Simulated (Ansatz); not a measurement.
# MoSi2: the cost of one run

Method: DFT PBE, scalar-relativistic, plane waves, PAW, in Ansatz 0.2.0.

## Step 1: The starting structure

The structure is tetragonal, space group I4/mmm (No. 139). The conventional cell has a = 3.217 Å, b = 3.217 Å, c = 7.873 Å, α = 90.00°, β = 90.00°, γ = 90.00°. Si (site symmetry 4mm) is surrounded by 5 Si at 2.60 to 2.64 Å and 5 Mo at 2.62 to 2.64 Å. Around Mo (site symmetry 4/mmm) lie 10 Si at 2.62 to 2.64 Å.

As a file:

```cif
data_structure
_symmetry_space_group_name_H-M 'I4/mmm'
_symmetry_Int_Tables_number 139
_cell_length_a 3.2170
_cell_length_b 3.2170
_cell_length_c 7.8731
_cell_angle_alpha 90.000
_cell_angle_beta 90.000
_cell_angle_gamma 90.000
_cell_volume 81.48
loop_
_atom_site_label
_atom_site_type_symbol
_atom_site_symmetry_multiplicity
_atom_site_Wyckoff_symbol
_atom_site_fract_x
_atom_site_fract_y
_atom_site_fract_z
_atom_site_occupancy
Si1 Si 4 e 0.00000 0.00000 0.33511 1
Mo1 Mo 2 a 0.00000 0.00000 0.00000 1
```

An earlier run at PBE left this cell at 13.580 Å³/atom and -0.01 GPa (14×14×14 mesh).

The changes: atom 2 (Si) moved 0.12 Å along y; atom 2 (Si) moved 0.08 Å along y; strain e2 = +0.03, atoms carried along; strain e5 = +0.02, atoms carried along; all atoms moved at random (σ = 0.06 Å), cell strained at random (1 %); all atoms moved at random (σ = 0.03 Å), cell strained at random (1 %).

## Step 2: Atom 2 (Si) moved 0.12 Å along y

Contents of input.yaml:

```yaml
crystal:
  lattice:
    - [-1.608518952, 1.608518952, 3.936566622]
    - [1.608518952, -1.608518952, 3.936566622]
    - [1.608518952, 1.608518952, -3.936566622]
  atoms:
    - { symbol: Si, position: [0.3351149525, 0.3351149525, 0.0] }
    - { symbol: Si, position: [0.702186442, 0.6648850475, 0.0373013945] }
    - { symbol: Mo, position: [0.0, 0.0, 0.0] }
basis:
  ecutwfc: 420
  ecutrho_ratio: 4
kpoints:
  mp_grid: { grid: [14, 14, 14] }
hamiltonian:
  xc: pbe
scf:
  occupations: { method: gaussian, width: 0.05 }
output:
  forces: true
  stress: true
  eigenvalues: true
  write_density: true
  write_potential: true
  elf: true
  volumetric_format: npy
```

Command:

```console
$ ansatz run input.yaml --threads 4 --pin off --max-ram 7168MiB --backend cpu --events-out ev --progress --plain --runs-dir out
```

**Question.** How long does this run take on 4 threads of Arm Neoverse V2, shared host, and how much memory does it need?

About 12 s, with a peak of 0.78 GiB.
